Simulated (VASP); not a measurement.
A run of VASP 6.6.1:

The input INCAR:

```
SYSTEM = Pb
ALGO = Normal
EDIFF = 1E-7
EDIFFG = -0.005
ENCUT = 600
IBRION = 2
ISIF = 3
ISMEAR = 1
LASPH = .TRUE.
LCHARG = .FALSE.
LREAL = .FALSE.
LWAVE = .FALSE.
NELM = 80
NSW = 90
PREC = Accurate
SIGMA = 0.1
```

KPOINTS

```
k-points
0
G
  14 14 14
  0 0 0
```

Contents of POSCAR:

```
Pb                                      
1.0
   -0.0000000000      2.4430577023      2.4430577023
    2.4430577023      0.0000000000      2.4430577023
    2.4430577023      2.4430577023     -0.0000000000
  Pb            
     1
Direct
     0.0000000000000000    0.0000000000000000    0.0000000000000000
```

Potentials or basis: VASP PAW LDA potentials, release 64 (Pb_d).

The run is started by

```sh
$ cat potpaw_LDA.64/Pb_d/POTCAR > POTCAR
$ mpirun -np 1 vasp_std > vasp.out
```

Hardware: 1 thread of Intel(R) Xeon(R) Platinum 8259CL CPU @ 2.50GHz (Skylake/Cascade Lake), with other jobs on the host.

**Question.** Estimate the wall time of this run.

**Answer.** Run time: 25 s on 1 thread of Intel(R) Xeon(R) Platinum 8259CL CPU @ 2.50GHz (Skylake/Cascade Lake), on a shared host, peak memory 0.17 GiB. Counts: scf iterations 11, k points 104, ion steps 1.
